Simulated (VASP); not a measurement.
KF:

```
K F
1.0
     0.00000    2.97635    2.97635
     2.97635    0.00000    2.97635
     2.97635    2.97635    0.00000
K F
1 1
Direct
  0.75000 0.75000 0.75000
  0.50000 0.50000 0.50000
```

The cell was built by a generator and needn't be a form met in nature.

```yaml
Program: VASP 6.6.1
Task: single point
Functional: PBE
Potentials_or_basis: VASP PAW PBE potentials, release 64 (K_sv, F)
Cutoff: 520 eV
k_mesh: 8 × 8 × 8
Occupations: fermi-dirac, width 0.05 eV
Spin: no spin polarisation
```

On this cell: pressure 0.0 GPa; largest force zero by symmetry; band gap on the k mesh 5.05 eV, indirect (least direct gap 5.22 eV).

The same run follows on a disturbed copy (atoms moved at random, drawn with an rms of 0.05 Å):

```
K F
1.0
     0.00000    2.97635    2.97635
     2.97635    0.00000    2.97635
     2.97635    2.97635    0.00000
K F
1 1
Direct
  0.74011 0.76036 0.75167
  0.50249 0.51088 0.49152
```

Q: What does the disturbed cell give?

A: The energy moves by +1.1 meV/atom; pressure 0.0 GPa; largest force 0.091 eV/Å; band gap on the k mesh 5.05 eV, indirect (least direct gap 5.22 eV).

Forces in eV/Å, atoms in the order of the input:
```
K   -0.054  0.006  0.073
F    0.054 -0.006 -0.073
```

Stress tensor (GPa, compression positive):
```
 0.02  0.28  0.03
 0.28  0.03 -0.21
 0.03 -0.21  0.02
```

A k mesh can miss the band edges.
